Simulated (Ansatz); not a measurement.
Pb, 2 atoms in the cell. Symmetry: P6_3/mmc, No. 194, hexagonal system. The conventional cell has a = 3.480 Å, b = 3.480 Å, c = 5.590 Å, α = 90.00°, β = 90.00°, γ = 120.00°. Pb (site symmetry -6m2) is surrounded by 12 Pb at 3.44 to 3.48 Å. This isn't the form of Pb at room conditions, which is fcc.

- Program: Ansatz 0.2.0
- Task: relaxation of cell and atoms
- Functional: PBEsol
- Potentials or basis: all-electron LAPW, scalar-relativistic
- Basis error allowed: 0.001 eV/atom
- k mesh: 9 × 9 × 5
- Occupations: fermi-dirac, width 0.05 eV
- Spin: no spin polarisation
- Target pressure: 5 GPa

Potentials or basis: all-electron LAPW, scalar-relativistic.

The run is started by

```sh
$ ansatz run input.yaml --threads 1 --pin off --max-ram 3072MiB --backend cpu --events-out ev --progress --plain --runs-dir out
```

Hardware: 1 thread of Arm Neoverse V2, on a shared host.

**Question.** How long does it take, and how much memory?

**Answer.** It took 42 s on 1 thread of Arm Neoverse V2, on a shared host, peak memory 0.31 GiB. Counts: scf iterations 27, plane waves 313, k points 36, bands 44, ion steps 6.
